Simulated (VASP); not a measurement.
# FeO (Wuestite) (Fm-3m) in VASP: a series of runs, part 3 of 3

VASP 6.6.1. The steps go on from the part before.

### 5 Single point, LDA, collinear spin, ferromagnetic start

File INCAR:

```
PREC     = Accurate       # precision mode
ENCUT    = 450            # plane-wave cutoff, eV
EDIFF    = 1E-7           # SCF threshold, eV
ISMEAR   = 0              # smearing method
SIGMA    = 0.5            # smearing width, eV
LREAL    = False          # projectors in reciprocal space
LASPH    = True           # aspherical terms in the spheres
NELM     = 100            # most SCF steps
ALGO     = Normal         # electronic algorithm
ISIF     = 2              # what is computed and relaxed
LWAVE    = False          # write WAVECAR
LCHARG   = False          # write CHGCAR
ISPIN    = 2              # spin polarisation
MAGMOM   = 3 0            # initial moments
LORBIT   = 11             # projections on sites
LMAXMIX  = 4              # l up to which the mixer works
NBANDS   = 18             # bands
ADDGRID  = False
```

File KPOINTS:

```
Automatic mesh
0
Gamma
  6 6 6
```

File POSCAR:

```
FeO
1.0
    0.0000000000      2.1554000000      2.1554000000
    2.1554000000      0.0000000000      2.1554000000
    2.1554000000      2.1554000000      0.0000000000
Fe O
1 1
Direct
    0.0000000000      0.0000000000      0.0000000000
    0.5000000000      0.5000000000      0.5000000000
```

Potentials or basis: VASP PAW LDA potentials, release 64 (Fe, O).

Command:

```sh
$ cat potpaw_LDA.64/Fe/POTCAR potpaw_LDA.64/O/POTCAR > POTCAR
$ mpirun -np 1 vasp_std > vasp.out
```

OUTCAR:

```text
PREC = Accurate
   ENCUT = 450
   EDIFF = 1E-7
   ISMEAR = 0
   LREAL = False
   LASPH = True
   NELM = 100
   ISIF = 2
   ISPIN = 2
   LORBIT = 11

 Found     16 irreducible k-points:

 Following reciprocal coordinates:
            Coordinates               Weight
  0.000000  0.000000  0.000000      1.000000
  0.166667  0.000000  0.000000      8.000000
  0.333333  0.000000  0.000000      8.000000
  0.500000  0.000000  0.000000      4.000000
  0.166667  0.166667  0.000000      6.000000
  0.333333  0.166667  0.000000     24.000000
   k-points           NKPTS =     16   k-points in BZ     NKDIM =     16   number of bands    NBANDS=     18
   number of dos      NEDOS =    301   number of ions     NIONS =      2
   total plane-waves  NPLWV =  13824
   dimension x,y,z NGX =    24 NGY =   24 NGZ =   24
   dimension x,y,z NGXF=    48 NGYF=   48 NGZF=   48
   ions per type =               1   1
   NGX,Y,Z   is equivalent  to a cutoff of  13.09, 13.09, 13.09 a.u.
   NGXF,Y,Z  is equivalent  to a cutoff of  26.18, 26.18, 26.18 a.u.
 SYSTEM =  unknown system
   PREC   = accura    normal or accurate (medium, high low for compatibility)
   ISTART =      0    job   : 0-new  1-cont  2-samecut
   ICHARG =      2    charge: 1-file 2-atom 10-const
   ISPIN  =      2    spin polarized calculation?
   LNONCOLLINEAR =      F non collinear calculations
   LSORBIT =      F    spin-orbit coupling
   LASPH  =      T    aspherical Exc in radial PAW
   ENCUT  =  450.0 eV  33.07 Ry    5.75 a.u.   5.27  5.27  5.27*2*pi/ulx,y,z
   NELM   =    100;   NELMIN=  2; NELMDL= -5     # of ELM steps
   EDIFF  = 0.1E-06   stopping-criterion for ELM
   LREAL  =      F    real-space projection
   EDIFFG = 0.1E-05   stopping-criterion for IOM
   NSW    =      0    number of steps for IOM
   IBRION =     -1    ionic relax: 0-MD 1-quasi-New 2-CG
   NFREE  =      0    steps in history (QN), initial steepest desc. (CG)
   ISIF   =      2    stress and relaxation
   ISYM   =      2    0-nonsym 1-usesym 2-fastsym
   POTIM  = 0.5000    time-step for ionic-motion
   TEBEG  =    0.0;   TEEND  =   0.0 temperature during run
   PSTRESS=    0.0 pullay stress
   NELECT =      14.0000    total number of electrons
   NUPDOWN=      -1.0000    fix difference up-down
   EMIN   =  10.00;   EMAX   =-10.00  energy-range for DOS
   EFERMI =   0.00;   METHOD = LEGACY
   ISMEAR =     0;   SIGMA  =   0.50  broadening in eV -4-tet -1-fermi 0-gaus
   EFERMI_NEDOS =   21; number of points for ismear=-14 and -15
   IALGO  =     38    algorithm
   IMIX   =      4    mixing-type and parameters
     AMIX     =   0.40;   BMIX     =  1.00
     AMIX_MAG =   1.60;   BMIX_MAG =  1.00
  volume/ion in A,a.u.               =      10.01        67.57
  Fermi-wavevector in a.u.,A,eV,Ry     =   1.452935  2.745650 28.722187  2.111021
  Thomas-Fermi vector in A             =   2.570260
   LORBIT       =     11    0 simple, 1 ext, 2 COOP (PROOUT), +10 PAW based schemes
   GGA     = CA    functional components
   LHFCALC =     F    Hartree Fock is set to
   AEXX    =    0.0000 exact exchange contribution
   IVDW    =     0    specifies the selected vdW correction
   LEPSILON=     F    determine dielectric tensor
   LRPA    =     F    only Hartree local field effects (RPA)
 spin polarized calculation
 Gauss-broadening in eV      SIGMA  =   0.50
  energy-cutoff  :      450.00
  volume of cell :       20.03
 maximum number of plane-waves:       444
 NGX is ok and might be reduce to    24
   NGX = 11   NGY = 11   NGZ = 11

 number of electron      13.9999998 magnetization       3.8218538

 Free energy of the ion-electron system (eV)
  ---------------------------------------------------
  ext. energy  EPLUGINS =         0.00000000
  ---------------------------------------------------
  free energy    TOTEN  =       -16.51591036 eV

  energy without entropy =      -16.27690404  energy(sigma->0) =      -16.39640720

 E-fermi :   5.7867     XC(G=0): -12.6243

 val. band max:        5.7441673883   @ k =  -0.3333   0.1667   0.0000
 cond. band min:       5.7910504622   @ k =   0.0000   0.0000   0.0000
 fundamental gap:      0.0468830739
 Fermi energy:         5.7867382499

 spin component 1

 k-point     1 :       0.0000    0.0000    0.0000
  band No.  band energies     occupation
      1     -14.5810      1.00000
      2       2.0450      1.00000
      3       2.0450      1.00000
      4       2.0450      1.00000
      5       2.3301      1.00000
      6       2.3301      1.00000
[... 10 lines left out ...]
     17      26.4471      0.00000
     18      29.5461      0.00000

 k-point     2 :       0.1667    0.0000    0.0000
  band No.  band energies     occupation
      1     -14.3102      1.00000
      2       0.1728      1.00000
      3       0.7713      1.00000
      4       0.7713      1.00000
      5       2.5541      1.00000
      6       2.5541      1.00000
[... 10 lines left out ...]
     17      29.3134      0.00000
     18      32.6237      0.00000

 k-point     3 :       0.3333    0.0000    0.0000
  band No.  band energies     occupation
      1     -13.7020      1.00000
      2      -1.9714      1.00000
      3      -0.2632      1.00000
      4      -0.2632      1.00000
      5       2.9671      1.00000
      6       2.9671      1.00000
[... 34 lines left out ...]
 k-point     5 :       0.1667    0.1667    0.0000
  band No.  band energies     occupation
      1     -14.2387      1.00000
      2      -0.4487      1.00000
      3       1.2161      1.00000
      4       1.2161      1.00000
      5       2.0788      1.00000
      6       2.7000      1.00000
[... 10 lines left out ...]
     17      29.9387      0.00000
     18      30.0724      0.00000

 k-point     6 :       0.3333    0.1667    0.0000
  band No.  band energies     occupation
      1     -13.7871      1.00000
      2      -1.5499      1.00000
      3       0.0408      1.00000
      4       0.3620      1.00000
      5       2.3450      1.00000
      6       3.0557      1.00000
[... 10 lines left out ...]
     17      32.8149      0.00000
     18      33.7757      0.00000

 [... further k-points ...]

 spin component 2

 k-point     1 :       0.0000    0.0000    0.0000
  band No.  band energies     occupation
      1     -14.0678      1.00000
      2       2.5834      1.00000
      3       2.5834      1.00000
      4       2.5834      1.00000
      5       5.0897      0.97567
      6       5.0897      0.97567
[... 10 lines left out ...]
     17      27.6913      0.00000
     18      30.6504      0.00000

 k-point     2 :       0.1667    0.0000    0.0000
  band No.  band energies     occupation
      1     -13.7962      1.00000
      2       0.9258      1.00000
      3       1.8900      1.00000
      4       1.8900      1.00000
      5       5.3693      0.88113
      6       5.3824      0.87362
[... 10 lines left out ...]
     17      30.3084      0.00000
     18      33.7721      0.00000

 k-point     3 :       0.3333    0.0000    0.0000
  band No.  band energies     occupation
      1     -13.1860      1.00000
      2      -1.2419      1.00000
      3       0.9812      1.00000
      4       0.9812      1.00000
      5       5.9304      0.34229
      6       5.9304      0.34228
[... 34 lines left out ...]
 k-point     5 :       0.1667    0.1667    0.0000
  band No.  band energies     occupation
      1     -13.7231      1.00000
      2       0.5021      1.00000
      3       2.0457      1.00000
      4       2.0457      1.00000
      5       4.7222      0.99870
      6       5.8265      0.45519
[... 10 lines left out ...]
     17      31.1305      0.00000
     18      31.1305      0.00000

 k-point     6 :       0.3333    0.1667    0.0000
  band No.  band energies     occupation
      1     -13.2666      1.00000
      2      -0.7465      1.00000
      3       1.0820      1.00000
      4       1.3914      1.00000
      5       4.9233      0.99270
      6       6.1342      0.16287
[... 10 lines left out ...]
     17      33.5149      0.00000
     18      34.6286      0.00000

 [... further k-points ...]

------------------------ aborting loop because EDIFF is reached ----------------------------------------

  FORCE on cell =-STRESS in cart. coord.  units (eV):
  Direction    XX          YY          ZZ          XY          YZ          ZX
  --------------------------------------------------------------------------------------
  -------------------------------------------------------------------------------------
  Total       -2.1609998     -2.1609998     -2.1609998      0.0000000      0.0000000     -0.0000000
  in kB     -172.8827534   -172.8827534   -172.8827534      0.0000000      0.0000000     -0.0000000
  external PRESSURE =    -172.8827534 kB  Pullay stress =       0.0000000 kB

 VOLUME and BASIS-vectors are now :
 -----------------------------------------------------------------------------
  energy-cutoff  :      450.00
  volume of cell :       20.03
      direct lattice vectors                 reciprocal lattice vectors
     0.000000000  2.155400000  2.155400000    -0.231975503  0.231975503  0.231975503
     2.155400000  0.000000000  2.155400000     0.231975503 -0.231975503  0.231975503
     2.155400000  2.155400000  0.000000000     0.231975503  0.231975503 -0.231975503

 POSITION                                       TOTAL-FORCE (eV/Angst)
 -----------------------------------------------------------------------------------
      0.00000      0.00000      0.00000         0.000000     -0.000000      0.000000
      2.15540      2.15540      2.15540        -0.000000      0.000000      0.000000
 -----------------------------------------------------------------------------------
    total drift:                                0.000000     -0.000000      0.000000

  FREE ENERGIE OF THE ION-ELECTRON SYSTEM (eV)
  ---------------------------------------------------
  free  energy   TOTEN  =       -16.5159103551 eV

  energy  without entropy=      -16.2769040354  energy(sigma->0) =      -16.39640720

 total charge

# of ion       s       p       d       tot
------------------------------------------
    1        0.291   0.361   6.127   6.780
    2        1.555   3.403   0.000   4.958
--------------------------------------------------
tot          1.846   3.764   6.127  11.737

 magnetization (x)

# of ion       s       p       d       tot
------------------------------------------
    1        0.025   0.021   3.397   3.443
    2        0.030   0.245   0.000   0.274
--------------------------------------------------
tot          0.055   0.265   3.397   3.717
```

Run time: 13 s. Hardware: 1 thread of Intel Xeon Platinum 8375C at 2.90GHz (Ice Lake), shared host; peak memory 0.13 GiB.

These settings aren't checked as converged: the numbers below hold their error.

What came out:

```
Free energy                                           : -16.5159 eV
Band gap on the k mesh                                : none (metal or under the smearing width)
Net moment                                            : 3.82 μB per cell
Site moments                                          : Fe +3.44; O +0.27 μB
Valence electrons inside the program's atomic spheres : Fe 6.78; O 4.96
```

Caveat: the k mesh is coarse (spacing up to 0.42 Å⁻¹), so the values aren't converged; the cutoff is under 1.25 times the usual one of these potentials, so pressure, stress and relaxed cells hold a basis-set (Pulay) error; a cell with one magnetic atom can't hold antiferromagnetic order, which such compounds often take; semilocal functionals often make such compounds metallic where correlation or magnetic order opens a gap, which also shifts bond lengths.

### 6 Single point, LDA, collinear spin, ferromagnetic start

INCAR: that of step 5 with these lines changed.

```diff
@@ -4,3 +4,3 @@
 ISMEAR   = 0              # smearing method
-SIGMA    = 0.5            # smearing width, eV
+SIGMA    = 0.2            # smearing width, eV
 LREAL    = False          # projectors in reciprocal space
```

KPOINTS is that of step 5.

POSCAR is that of step 5.

Potentials or basis: VASP PAW LDA potentials, release 64 (Fe, O).

Command:

```sh
$ cat potpaw_LDA.64/Fe/POTCAR potpaw_LDA.64/O/POTCAR > POTCAR
$ mpirun -np 1 vasp_std > vasp.out
```

OUTCAR:

```text
PREC = Accurate
   ENCUT = 450
   EDIFF = 1E-7
   ISMEAR = 0
   LREAL = False
   LASPH = True
   NELM = 100
   ISIF = 2
   ISPIN = 2
   LORBIT = 11

 Found     16 irreducible k-points:

 Following reciprocal coordinates:
            Coordinates               Weight
  0.000000  0.000000  0.000000      1.000000
  0.166667  0.000000  0.000000      8.000000
  0.333333  0.000000  0.000000      8.000000
  0.500000  0.000000  0.000000      4.000000
  0.166667  0.166667  0.000000      6.000000
  0.333333  0.166667  0.000000     24.000000
[... 343 lines left out ...]
  external PRESSURE =    -169.9918291 kB  Pullay stress =       0.0000000 kB

 VOLUME and BASIS-vectors are now :
 -----------------------------------------------------------------------------
  energy-cutoff  :      450.00
  volume of cell :       20.03
      direct lattice vectors                 reciprocal lattice vectors
     0.000000000  2.155400000  2.155400000    -0.231975503  0.231975503  0.231975503
     2.155400000  0.000000000  2.155400000     0.231975503 -0.231975503  0.231975503
     2.155400000  2.155400000  0.000000000     0.231975503  0.231975503 -0.231975503

 POSITION                                       TOTAL-FORCE (eV/Angst)
 -----------------------------------------------------------------------------------
      0.00000      0.00000      0.00000        -0.000000     -0.000000      0.000000
      2.15540      2.15540      2.15540         0.000000      0.000000      0.000000
 -----------------------------------------------------------------------------------
    total drift:                                0.000000     -0.000000     -0.000000

  FREE ENERGIE OF THE ION-ELECTRON SYSTEM (eV)
  ---------------------------------------------------
  free  energy   TOTEN  =       -16.4145522202 eV

  energy  without entropy=      -16.3726195415  energy(sigma->0) =      -16.39358588

 total charge

# of ion       s       p       d       tot
------------------------------------------
    1        0.292   0.363   6.113   6.769
    2        1.554   3.409   0.000   4.963
--------------------------------------------------
tot          1.846   3.773   6.113  11.731

 magnetization (x)

# of ion       s       p       d       tot
------------------------------------------
    1        0.025   0.021   3.486   3.531
    2        0.030   0.271   0.000   0.301
--------------------------------------------------
tot          0.055   0.292   3.486   3.833
```

It took 13 s on 1 thread of Intel Xeon Platinum 8375C at 2.90GHz (Ice Lake), shared host; peak memory 0.13 GiB.

These settings aren't checked as converged: the numbers below hold their error.

Results:

| Item | Value |
| --- | --- |
| Free energy | -16.4146 eV |
| Band gap on the k mesh | none (metal or under the smearing width) |
| Net moment | 3.94 μB per cell |
| Site moments | Fe +3.53; O +0.30 μB |
| Valence electrons inside the program's atomic spheres | Fe 6.77; O 4.96 |

Caveat: the k mesh is coarse (spacing up to 0.42 Å⁻¹), so the values aren't converged; the cutoff is under 1.25 times the usual one of these potentials, so pressure, stress and relaxed cells hold a basis-set (Pulay) error; a cell with one magnetic atom can't hold antiferromagnetic order, which such compounds often take; semilocal functionals often make such compounds metallic where correlation or magnetic order opens a gap, which also shifts bond lengths.
